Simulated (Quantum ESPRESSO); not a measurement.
HgTe (Coloradoite): zone-centre phonons under several settings

```
Hg Te
1.0
     0.00000    3.21450    3.21450
     3.21450    0.00000    3.21450
     3.21450    3.21450    0.00000
Hg Te
1 1
Direct
  0.00000 0.00000 0.00000
  0.75000 0.75000 0.75000
```

All runs used Quantum ESPRESSO 7.5; k mesh 7 × 7 × 7; relaxed cell; no spin polarisation.

```tsv
level	potentials	cutoff (eV)	occupations	volume (Å³/atom)	lowest optical mode without the field (cm⁻¹)
AM05	PseudoDojo 0.4.1 SR PBE standard	1088	cold, width 0.136 eV	35.02	104
PBE+D3(BJ)	PseudoDojo 0.4.1 SR PBE standard	1088	cold, width 0.136 eV	35.09	108
PBE	SG15 PBE 1.2	952	cold, width 0.136 eV	?	?
LDA	GBRV 1.5 LDA	612	gaussian, width 0.272 eV	33.65	117
```

Problem. What stands in the row left open?

Solution. Volume 36.82 Å³/atom; lowest optical mode without the field 96 cm⁻¹.

Caveats: the potentials were made for another functional, which shifts forces and pressure (some runs); pairwise dispersion overbinds metals, which lowers pressure and volume (some runs).

The runs don't all hold the same shells in valence.
